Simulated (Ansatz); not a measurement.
## CoO (R-3m): electronic heat capacity from the density of states

The calculation used DFT PBEsol, scalar-relativistic, plane waves, PAW in Ansatz 0.2.0.

Plane waves to 420 eV, a k mesh through Γ of 18×18×18 on the computed 2-atom cell and Gaussian smearing (0.10 eV); collinear spin from starting moments 2.55 0.32 μB.

Relaxed cell: R-3m, a = 3.056 Å, b = 3.056 Å, c = 6.644 Å, α = 90.00°, β = 90.00°, γ = 120.00°, 2 atoms in the primitive cell. This form isn't the usual stable structure of the compound.

The density of states at the Fermi level is 3.065 states/eV in the cell of 2 atoms (1 formula unit; both spins, tetrahedra on a 27×27×27 mesh). The run ends with a moment of 2.72 μB a cell (largest on a site 2.32 μB), and the figure is for this state; a paramagnetic sample can have a quite different one. Another magnetic order, if the compound takes it, can change N(E_F) and the shape of the cell a good deal, and may open a gap, where γ is close to zero.

Task: What Sommerfeld coefficient does this give?

Result: Per formula unit N(E_F) = 3.065 states/eV. γ = (π²/3) k_B² N(E_F) N_A = 2.357 mJ/(mol K²) per state/eV, so γ = 7.2 mJ/(mol K²), a mole of formula units. This is the bare band result: a measured γ of the same phase and magnetic order is as a rule larger by a factor 1 + λ from phonons and spin fluctuations. N(E_F) at one energy is sensitive to the mesh where the density of states has sharp peaks.

The cell holds one magnetic atom, so it can only be ferromagnetic; an antiferromagnetic order may lie lower.

Only this magnetic start was tried.